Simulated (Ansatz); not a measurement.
# HgTe: which structure wins at one pressure

Which of rocksalt, CsCl, zincblende, wurtzite, NiAs has the lowest enthalpy for HgTe at one common pressure? Methods of the runs shown: LAPW. Companion runs by PAW are cited.

Computed with Ansatz 0.2.0 (DFT, PBE, all-electron LAPW, scalar-relativistic, unless a step's input says otherwise).

### Step 1. Starting point

Symmetry: Fm-3m, No. 225, cubic system. Conventional cell: a = 5.241 Å, b = 5.241 Å, c = 5.241 Å, α = 90.00°, β = 90.00°, γ = 90.00°. Around Hg (site symmetry m-3m) lie 6 Te at 2.62 Å. Te (site symmetry m-3m) has 6 Hg at 2.62 Å as nearest neighbours.

As a file:

```cif
data_structure
_symmetry_space_group_name_H-M 'P 1'
_symmetry_Int_Tables_number 1
_cell_length_a 3.7062
_cell_length_b 3.7062
_cell_length_c 3.7062
_cell_angle_alpha 60.000
_cell_angle_beta 60.000
_cell_angle_gamma 60.000
_cell_volume 36.00
loop_
_atom_site_label
_atom_site_type_symbol
_atom_site_fract_x
_atom_site_fract_y
_atom_site_fract_z
_atom_site_occupancy
Hg1 Hg 0.00000 0.00000 0.00000 1
Te1 Te 0.50000 0.50000 0.50000 1
```

Atoms are numbered in the order of the input: Hg1, Te2.

### Step 2. Rocksalt relaxed under pressure, LAPW

The input, input.yaml:

```yaml
crystal:
  lattice:
    - [0.0, 2.6207130867, 2.6207130867]
    - [2.6207130867, 0.0, 2.6207130867]
    - [2.6207130867, 2.6207130867, 0.0]
  atoms:
    - { symbol: Hg, position: [0.0, 0.0, 0.0] }
    - { symbol: Te, position: [0.5, 0.5, 0.5] }
kpoints:
  mp_grid: { grid: [13, 13, 13] }
scf:
  occupations: { method: fermi_dirac, width: 0.05 }
hamiltonian:
  xc: pbe
  pseudopotentials: { kind: all_electron, lapw: { basis_error: 0.0005 } }
output:
  forces: true
  stress: true
  eigenvalues: true
relax:
  f_tol: 0.005
  max_steps: 12
  cell: { p_target: 78.0, stress_tol: 0.039 }
```

Started as:

```bash
$ ansatz run input.yaml --threads 1 --pin off --max-ram 3584MiB --backend cpu --events-out ev --progress --plain --runs-dir out
```

Further steps of the session: CsCl relaxed under pressure, LAPW; Zincblende relaxed under pressure, LAPW; Wurtzite at the cell that PAW relaxed, LAPW; NiAs at the cell that PAW relaxed, LAPW.

**Question.** What will these runs give? Wanted: pressure; lowest (for each run or level that gives them).

The runs gave:

| quantity | value |
| --- | --- |
| pressure | 78 GPa |
| lowest (LAPW) | NiAs, 25.6 meV/atom under CsCl |
| lowest (PAW) | NiAs, 25.7 meV/atom under CsCl |

What this shows: By LAPW the order is NiAs < CsCl < wurtzite < rocksalt < zincblende. By PAW the order is NiAs < CsCl < wurtzite < rocksalt < zincblende. The methods agree on the lowest phase. Only these structures were tried, with electrons smeared by 0.05 eV and without vibrations, so the true ground state may be another. The k meshes differ between phases and weren't tested, which can move differences by some meV. Spin-orbit coupling is left out, though the cell holds Hg; in elements this heavy it can shift bands and gaps by tenths of an eV.
